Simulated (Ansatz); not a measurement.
The system is Ti.

```
Ti
1.0
    -1.64100    1.64100    1.64100
     1.64100   -1.64100    1.64100
     1.64100    1.64100   -1.64100
Ti
1
Direct
  0.00000 0.00000 0.00000
```

This isn't the form of Ti at room conditions, which is hcp.

* Program: Ansatz 0.2.0
* Task: relaxation of cell and atoms
* Functional: PBEsol
* Potentials or basis: Ansatz PAW
* Cutoff: 420 eV (not typed: the program's choice for these potentials)
* k mesh: 11 × 11 × 11
* Occupations: fermi-dirac, width 0.05 eV
* Spin: no spin polarisation

At the start: volume 17.68 Å³/atom.

Question: How do energy, volume and symmetry change on relaxing?

Answer: It ends after 5 steps and the volume is 16.52 Å³/atom (-6.5 %); space group Im-3m (No. 229, to 0.05 Å).

Step by step:
```tsv
step	energy change (eV)	largest force (eV/Å)	volume (Å³)
1	0.0000	0.0000	17.68
2	-0.0045	0.0000	15.56
3	-0.0256	0.0000	16.61
4	-0.0258	0.0000	16.52
5	-0.0257	0.0000	16.52
```

Final structure:
```xyz
1
Lattice="-1.6045 1.6045 1.6045 1.6045 -1.6045 1.6045 1.6045 1.6045 -1.6045" Properties=species:S:1:pos:R:3 pbc="T T T"
Ti    0.0000    0.0000    0.0000
```

Caveat: the plane-wave basis is chosen anew once the cell has moved, so the energies of steps on either side of that aren't comparable; the PAW data sets come from PBE, with cores solved anew for the run's functional, which leaves a small shift of forces and pressure.
